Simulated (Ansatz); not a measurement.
# Comparing deformations in Ge

These are results of Ansatz, DFT PBEsol, scalar-relativistic, plane waves, PAW, not measurements. Settings: plane waves to 420 eV, k-mesh 24×24×24 (Γ-centred), Gaussian smearing 0.15 eV. No spin polarisation. Energies are free energies at this smearing, counted from the undisturbed cell; pressure is positive in compression.

Zero of the scan (relaxed at this level; this form isn't the usual structure):

```xyz
2
Lattice="-2.5630 2.5630 1.3967 2.5630 -2.5630 1.3967 2.5630 2.5630 -1.3967" Properties=species:S:1:pos:R:3 pbc="T T T"
Ge    2.5630    0.0000    0.6983
Ge    0.0000    0.0000    1.3967
```

The cell is strained by ε times a Voigt pattern (xx, yy, zz, yz, xz, xy; engineering shear) with fractional coordinates fixed. τ = (1/V0) dE/dε comes from the stress tensor. Of each scan, only the three points used here are listed.

```csv
pattern,ε,τ (GPa)
"(0, 0, 0, 0, 1, 0)",-0.0100,-0.488
"(0, 0, 0, 0, 1, 0)",0.0000,0.000
"(0, 0, 0, 0, 1, 0)",0.0050,0.244
"(0, 1, 0, 0, 0, 0)",-0.0300,-5.83
"(0, 1, 0, 0, 0, 0)",0.0000,0.30
"(0, 1, 0, 0, 0, 0)",0.0150,2.65
```

Task: Which constants do the scans give, and which deformation costs least for the same size of strain tensor?

Result: The slope dτ/dε at zero (parabola through three points) is pᵀCp: (0, 0, 0, 0, 1, 0) gives C55 = 49 GPa; (0, 1, 0, 0, 0, 0) gives C22 = 172 GPa. The size of the strain tensor, ε:ε, is ε² times 0.5, 1.0. Per unit of it the stiffnesses are 98, 172 GPa, so (0, 0, 0, 0, 1, 0) is the softest of these: at ε:ε = (1 %)² the quadratic term costs 0.56 meV/atom against 0.99 for the stiffest. These are clamped-ion values.

Forces appear on the atoms along this scan, and letting them relax would lower the energy and soften the response. In a metal these slopes depend on the k mesh and the smearing.